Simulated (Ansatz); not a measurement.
A series in volume per atom on BaTiO3

Periodic Kohn-Sham DFT of a crystal at fixed atoms; Kohn-Sham levels at symmetry points; band -1 is the highest filled and +1 the lowest empty one at that point, spin up along a +z start moment. The results are calculated, by Ansatz 0.2.0.

Cell of the first row (space group P4/mmm, No. 123):
```
cell vectors (Å)
   3.9181     0.0000     0.0000
   0.0000     3.9181     0.0000
   0.0000     0.0000     3.9360
atoms (fractions of the cell vectors)
Ba  0.00000  0.00000  0.00000
Ti  0.50000  0.50000  0.50000
O   0.50000  0.50000  0.00000
O   0.50000  0.00000  0.50000
O   0.00000  0.50000  0.50000
```

Settings of every row: method all-electron LAPW; functional PBEsol; relativity scalar; k mesh 7x7x7; filling fermi-dirac; smearing width 0.03 eV; basis error target 1 meV/atom; nucleus gaussian.

Atom start moment: 0 on all atoms.

Limits: no spin-orbit coupling on heavy atoms; run without spin polarisation, so a magnetic state may lie lower; semilocal functionals tend to give too small a gap; atoms stay on their symmetric sites, though polar or tilted forms of a perovskite may lie lower.

```
row  volume per atom (Å³)  smallest direct gap on path (eV)  band gap (eV)
  1                12.085                              1.91          1.869
  2                12.342                             1.896          1.828
  3                12.599                                 ?              ?
  4                12.728                              1.87          1.766
  5                12.856                              1.86          1.746
  6                12.985                              1.85          1.726
  7                13.113                              1.84          1.706
  8                13.371                             1.819          1.667
  9                13.628                             1.796          1.628
```

Question: what smallest direct gap on path and band gap should row 3 give?

Worked fit of smallest direct gap on path. Take t = volume per atom − 13, in Å³. The shown rows have t = -0.915, -0.658, -0.272, -0.144, -0.015, 0.113, 0.371, 0.628. Least squares give smallest direct gap on path = 1.8493 − 0.0777 × t − 0.0118 × t² eV; a straight line predicts inner rows, each left out in turn, worse (root mean square 0.0022 against 0.00058 eV). The rows lie off it by -0.001, 0.001, 0.000, 0.000, 0.000, 0.000, 0.000, 0.000. The withheld row has t = -0.401, so the fit gives 1.8493 − 0.0777 × (-0.401) − 0.0118 × (-0.401)² = 1.879 eV.

The calculation gave 1.879 eV. The fit meets it to the printed digit.

Worked fit of band gap. Take t = volume per atom − 13, in Å³. The shown rows have t = -0.915, -0.658, -0.272, -0.144, -0.015, 0.113, 0.371, 0.628. Least squares give band gap = 1.7237 − 0.155 × t + 0.0044 × t² eV; a straight line predicts inner rows, each left out in turn, worse (root mean square 0.001 against 0.00031 eV). All shown rows lie on it to the printed digit. The withheld row has t = -0.401, so the fit gives 1.7237 − 0.155 × (-0.401) + 0.0044 × (-0.401)² = 1.787 eV.

The calculation gave 1.787 eV. The fit meets it to the printed digit.
